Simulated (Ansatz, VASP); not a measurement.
# Al2Au in VASP and in Ansatz

```
Au Al
1.0
     0.00000    3.00000    3.00000
     3.00000    0.00000    3.00000
     3.00000    3.00000    0.00000
Au Al
1 2
Direct
  0.00000 0.00000 0.00000
  0.75000 0.75000 0.75000
  0.25000 0.25000 0.25000
```

Alike in both runs: task relaxation of cell and atoms; functional r2SCAN; k mesh 8 × 8 × 8; occupations fermi-dirac, width 0.05 eV; no spin polarisation.

|  | VASP | Ansatz |
| --- | --- | --- |
| version | VASP 6.6.1 | Ansatz 0.2.0 |
| potentials or method | VASP PAW PBE potentials, release 64 (Au, Al) | Ansatz PAW |
| plane-wave cutoff (eV) | 600 | 500 |
| valence electrons in the cell | 17 | 25 |

```csv
,VASP,Ansatz,Ansatz less VASP
"gap on the k mesh at the Fermi level, each at its own relaxed structure (eV)",none,none,-
relaxed volume (Å³/atom),18.02,18.07,+0.052
relaxed cell length with the largest relative difference (Å),4.244,4.248,+0.0041
```

A gap of «none» marks a metal or a gap that the smearing closes. The two sets of potentials don't hold the same shells in valence.

Caveats: the PAW data sets were made with another functional, which shifts forces and pressure a little (VASP); the plane-wave basis is chosen anew once the cell has moved, so the energies of steps on either side of that aren't comparable (Ansatz); the PAW data sets come from PBE, with cores solved anew for the run's functional, which leaves a small shift of forces and pressure (Ansatz). Spin-orbit coupling is left out, which matters for the levels of Au.
